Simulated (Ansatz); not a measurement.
Runs of Ansatz 0.2.0 on H. It takes space group I4/mmm (No. 139, tetragonal). The conventional cell has a = 3.383 Å, b = 3.383 Å, c = 4.117 Å, α = 90.00°, β = 90.00°, γ = 90.00°. H (site symmetry 4mm) is surrounded by 1 H at 0.74 Å. 

```tsv
level	cutoff (eV)	gap on the mesh (eV)	pressure (GPa)	relaxed volume (Å³/atom)
LDA	420	7.39	0.0	7.70
PBE	420	9.34	0.0	15.74
RPBE	420	9.54	0.0	19.05
r2SCAN	500	(c)	0.0	(a)
revPBE	420	9.80	0.0	24.67
BLYP	420	10.00	0.0	(b)
PBEsol	420	9.03	0.0	13.97
```

Alike in all rows: task relaxation of cell and atoms; potentials or basis Ansatz PAW; no spin polarisation; cell relaxed; k mesh 11 × 11 × 11; smearing fermi-dirac 0.05 eV.

Problem. Estimate the missing entries.

Solution. (a) 15.59; (b) 32.81; (c) 10.35.

Caveats: the volume moved by over 15 % at a fixed basis, so the end points are rough; odd divisions of the mesh miss points on the zone boundary, where band edges often lie, so the gap on the mesh can be too wide; the plane-wave basis is chosen anew once the cell has moved, so the energies of steps on either side of that aren't comparable; the potentials were made for another functional, which shifts forces and pressure (some runs); the PAW data sets were made with another functional, which shifts forces and pressure a little (some runs).

A k mesh can miss the band edges.
